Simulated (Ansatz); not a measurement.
## Zn, bcc: how the functional moves the structure

All rows: Ansatz, plane waves with scalar-relativistic PAW, 420 eV (500 eV for the SCAN forms), relaxed under each functional, no dispersion correction, no zero-point motion. B₀ comes from uniform scaling at fixed shape; a dash is a value not given.

```csv
functional,V (Å³/atom),cell,B₀ (GPa),magnetic state,ΔE to hcp (meV/atom)
PBE,15.35,a = 3.131 Å,64,spin not included,85
r²SCAN,14.43,a = 3.067 Å,83,spin not included,100
PBEsol,14.30,a = 3.058 Å,81,spin not included,94
LDA,13.67,a = 3.013 Å,93,spin not included,102
revPBE,15.89,a = 3.168 Å,57,spin not included,80
BLYP,17.39,a = 3.264 Å,32,spin not included,105
```

**Question.** What does RPBE give?

**Answer.** V (Å³/atom): 16.11; cell: a = 3.182 Å; B₀ (GPa): 54; magnetic state: spin not included; ΔE to hcp (meV/atom): 78.
